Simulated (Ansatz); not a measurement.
**SiC: pressure against volume**

Reference cell: an entry of the Crystallography Open Database (COD), its atoms then relaxed with PBE in this cell.

```
Si C
1.0
     3.07600    0.00000    0.00000
    -1.53800    2.66389    0.00000
     0.00000    0.00000    5.04800
Si C
2 2
Direct
  0.33333 0.66667 0.00450
  0.66667 0.33333 0.50450
  0.33333 0.66667 0.38050
  0.66667 0.33333 0.88050
```

Sites (sets of like atoms) are named by element and the number of their first atom in this list.

Method: Kohn–Sham DFT in Ansatz, PBE, plane waves and PAW, scalar-relativistic, 420 eV cutoff, Γ-centred 16×16×9 k-points, Fermi–Dirac smearing 0.02 eV.

The cell is scaled uniformly, and the ions relax again at each size.

```
V/V₀  pressure (GPa)  gap on the k-mesh (eV)
0.94            19.2                    2.23
0.96            13.4                    2.27
0.98             8.2                    2.31
1.00             3.4                    2.35
1.02            -0.9                    2.38
1.04            -4.8                    2.41
1.06               ?                       ?
```

**Question.** Estimate the row at V/V₀ = 1.06 and the bulk modulus.

**Answer.** pressure (GPa): -8.4; gap on the k-mesh (eV): 2.44. Worked: a parabola in ln(V/V₀) through the other 6 rows gives -8.3 GPa there. It crosses zero pressure at V/V₀ = 1.016, the equilibrium volume of this functional, where the bulk modulus is B = −dP/d ln V = 213 GPa. The shape of the cell is held, so in this non-cubic crystal both values are those of uniform scaling, and B is an upper bound to the hydrostatic one. The gap rises as the cell grows, by 0.018 eV per per cent of volume.

PBE gaps are too small, by a third to a half in many semiconductors; their changes with volume are better.
